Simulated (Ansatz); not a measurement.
## Compressing Fe: a fit and a missing row

Fe, Im-3m, a = 2.832 Å. Ansatz: PBE, PAW, 420 eV, Γ-centred 20×20×20 mesh on 1 atom, Gaussian smearing 0.10 eV; collinear spin, largest moment 2.2 μB. Symmetry fixes shape and atoms, so the cell is only scaled; pressure is positive in compression.

```tsv
V (Å³/atom)	P (GPa)
10.670	?
11.011	5.97
11.352	0.02
11.692	-5.13
12.033	-9.75
```

Task: Take V0 = 11.352 Å³/atom, count pressures from its P0 = 0.02 GPa, fit the third-order Birch–Murnaghan form to the other rows, and predict the missing pressure.

Result: With the Eulerian strain f = ½[(V0/V)^(2/3) − 1] and y = (P − P0)/[3f(1 + 2f)^(5/2)], the form is the line y = B0 + 1.5 B0 (B0′ − 4) f. Rows (f, y): 0.01027, 183.5; -0.00974, 185.1; -0.01905, 188.4. Means f = -0.006173, y = 185.67; Σ(Δf)² = 0.0004489, ΣΔfΔy = -0.06880; the slope is their ratio. y = 184.7 − 153.3 f GPa, so B0 = 184.7 GPa and B0′ = 4 + 2 × (-153.3)/(3 × 184.7) = 3.45. At V = 10.670, f = 0.02109, y = 181.47 and P = 12.75 GPa. The run gave 13.82 GPa, so the fit is 1.07 GPa too low, 4.5 % of the span of the series, against an rms of 0.03 GPa on the fitted rows. The row lies outside the fitted range. The records show no cause, and too few rows are left to test a further term.